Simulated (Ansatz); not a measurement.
# Pd: how the settings move a single-point run

Question: which choices in the input matter for Pd?

Computed with Ansatz 0.2.0 (reference: DFT, PBE, PAW with Ansatz's default frozen-core files, scalar-relativistic, unless a step's input says otherwise).

## (1) Starting point

Symmetry: P6_3/mmc, No. 194, hexagonal system. The conventional cell has a = 2.784 Å, b = 2.784 Å, c = 4.629 Å, α = 90.00°, β = 90.00°, γ = 120.00°. Around Pd (site symmetry -6m2) lie 12 Pd at 2.78 to 2.82 Å.

Coordinates:

```
Pd
1.0
     2.78367    0.00000    0.00000
    -1.39183    2.41072    0.00000
     0.00000    0.00000    4.62889
Pd
2
Direct
  0.66667 0.33333 0.75000
  0.33333 0.66667 0.25000
```

## (2) Reference

Contents of input.yaml:

```yaml
crystal:
  lattice:
    - [2.7836650458, 0.0, 0.0]
    - [-1.3918325229, 2.4107246453, 0.0]
    - [0.0, 0.0, 4.628893]
  atoms:
    - { symbol: Pd, position: [0.6666666667, 0.3333333333, 0.75], spin: 0.4, spin_axis: [1.0, 0.0, 0.0] }
    - { symbol: Pd, position: [0.3333333333, 0.6666666667, 0.25], spin: 0.4, spin_axis: [1.0, 0.0, 0.0] }
magnetization:
  noncollinear: true
  spin_spiral: { q: [0.0, 0.0, 0.5] }
kpoints:
  mp_grid: { grid: [11, 11, 12] }
scf:
  occupations: { method: fermi_dirac, width: 0.05 }
  lower_state_search: "off"
hamiltonian:
  xc: pbe
  pseudopotentials: { kind: paw }
output:
  eigenvalues: false
```

Started as:

```sh
$ ansatz run input.yaml --threads 2 --pin off --max-ram 5120MiB --backend cpu --events-out ev --progress --plain --runs-dir out
```

## (3) Changed: noncollinear_xc locally_collinear

input.yaml, as its differences from that of step 2:

```diff
@@ -19,2 +19,3 @@
   pseudopotentials: { kind: paw }
+  noncollinear_xc: locally_collinear
 output:
```

What does the calculation give? Wanted: for each run, ending; energy change; gap.

As calculated:

| run | ending | energy change | gap (eV) | cycles | time |
| --- | --- | --- | --- | --- | --- |
| reference | converged | - | 0.00 | 17 | 52 s |
| 1: noncollinear_xc locally_collinear | converged | not comparable | 0.00 | 17 | 56 s |

Residual by cycle in the longest SCF loop of each run; runs are numbered as in the table. The quantity is the density residual dr2, in eV.

| cycle | reference | run 1 |
| --- | --- | --- |
| 1 | 7.27 | 7.27 |
| 2 | 2.41 | 2.41 |
| 4 | 0.00349 | 0.00352 |
| 5 | 0.00136 | 0.00136 |
| 7 | 3.2e-5 | 3.3e-5 |
| 8 | 3.3e-6 | 3.3e-6 |
| 10 | 4.5e-7 | 4.7e-7 |
| 11 | 6.9e-8 | 7.0e-8 |
| 13 | 3.2e-6 | 1.9e-6 |
| 14 | 2.3e-7 | 2.0e-7 |
| 16 | 7.0e-11 | 6.5e-11 |
| 17 | 4.6e-12 | 3.5e-12 |

What this shows: After a change of spin-orbit coupling the difference of the totals has no physical meaning; pressure, gap, moments and forces, where computed, barely move.
